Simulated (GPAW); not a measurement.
AlN:

```
Al N
1.0
     3.11300    0.00000    0.00000
    -1.55650    2.69594    0.00000
     0.00000    0.00000    4.98100
Al N
2 2
Direct
  0.66667 0.33333 0.50000
  0.33333 0.66667 0.00000
  0.66667 0.33333 0.88000
  0.33333 0.66667 0.38000
```

Base run:

```yaml
Program: GPAW 26.7.0
Functional: revTPSS
Potentials_or_basis: GPAW PAW data sets (gpaw-data 1.2.1)
Cutoff: 800 eV
Basis: pw
k_mesh: 7 × 7 × 4
Occupations: fermi-dirac, width 0.05 eV
Spin: no spin polarisation
```

Its results: band gap on the k mesh 4.13 eV, direct; pressure 3.1 GPa.

**Question.** After a change of settings the same cell gave: band gap on the k mesh 4.90 eV, direct; pressure -1.3 GPa. Which change was it?
A. functional from revTPSS to OLYP; potentials or basis from GPAW PAW data sets (gpaw-data 1.2.1) to PAW data sets generated in the run's folder for this functional
B. functional from revTPSS to PBE; k mesh from 7 × 7 × 4 to 10 × 10 × 6
C. functional from revTPSS to SCAN

**Answer.** C.

Caveats: the PAW data sets were made with another functional, which shifts forces and pressure a little.

Not every run made on this cell is shown here.
